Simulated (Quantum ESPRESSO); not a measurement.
## C in Quantum ESPRESSO: the effect of functional

C:

```
C
1.0
     0.00000    1.78337    1.78337
     1.78337    0.00000    1.78337
     1.78337    1.78337    0.00000
C
2
Direct
  0.75000 0.75000 0.75000
  0.50000 0.50000 0.50000
```

This isn't the form of C at room conditions, which is graphite.

Alike in all runs:

- Program: Quantum ESPRESSO 7.5
- Task: dielectric tensor
- Cutoff: 1116 eV
- Density cutoff: 4463 eV
- k mesh: 14 × 14 × 14, shifted
- Occupations: fermi-dirac, width 0.05 eV
- Spin: no spin polarisation

```csv
functional,potentials or basis,pressure (GPa),dielectric constant (mean)
LDA,PseudoDojo 0.4.1 SR LDA standard,-11.2,5.74
PBE,PseudoDojo 0.4.1 SR PBE standard,1.8,5.77
PBEsol,PseudoDojo 0.4.1 SR PBEsol standard,-3.3,5.81
WC,PseudoDojo 0.4.1 SR PBE standard,?,?
BLYP,PseudoDojo 0.4.1 SR PBE standard,16.2,5.69
AM05,PseudoDojo 0.4.1 SR PBE standard,-5.5,5.82
```

Problem. What does the run with functional WC give?

Solution. Pressure -2.4 GPa; dielectric constant 5.81 mean.

Caveats: the cell is more than 3 GPa from zero pressure, which shifts response properties (some runs); the potentials were made for another functional, which shifts forces and pressure (some runs).
